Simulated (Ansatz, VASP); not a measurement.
# Ta: VASP beside Ansatz

```
CELL_PARAMETERS angstrom
2.72809 0.00000 0.00000
0.00000 2.72809 0.00000
0.00000 0.00000 2.80349
ATOMIC_POSITIONS crystal
Ta 0.50000 0.50000 0.50000
```

Alike in both runs: task relaxation of cell and atoms; functional PBE; k mesh 6 × 6 × 6; occupations gaussian, width 0.1 eV; no spin polarisation.

|  | VASP | Ansatz |
| --- | --- | --- |
| version | VASP 6.6.1 | Ansatz 0.2.0 |
| potentials or method | VASP PAW PBE potentials, release 64 (Ta_pv) | scalar-relativistic, plane waves, PAW |
| plane-wave cutoff (eV) | 600 | 420 |
| valence electrons in the cell | 11 | 13 |

VASP gave:

- gap on the k mesh at the Fermi level, each at its own relaxed structure (eV): none
- relaxed volume (Å³/atom): 20.89
- relaxed cell length with the largest relative difference (Å): 2.754
- energy change over the relaxation (meV/atom): -7

Q: What did Ansatz give for the same quantities?

A: gap on the k mesh at the Fermi level, each at its own relaxed structure (eV): none; relaxed volume (Å³/atom): 20.87; relaxed cell length with the largest relative difference (Å): 2.744; energy change over the relaxation (meV/atom): -7.

A gap of «none» marks a metal or a gap that the smearing closes. The two sets of potentials don't hold the same shells in valence.

Caveats: the k mesh is coarse (spacing up to 0.38 Å⁻¹), so the values aren't converged. The runs have no spin-orbit coupling, so splittings on Ta are missing.
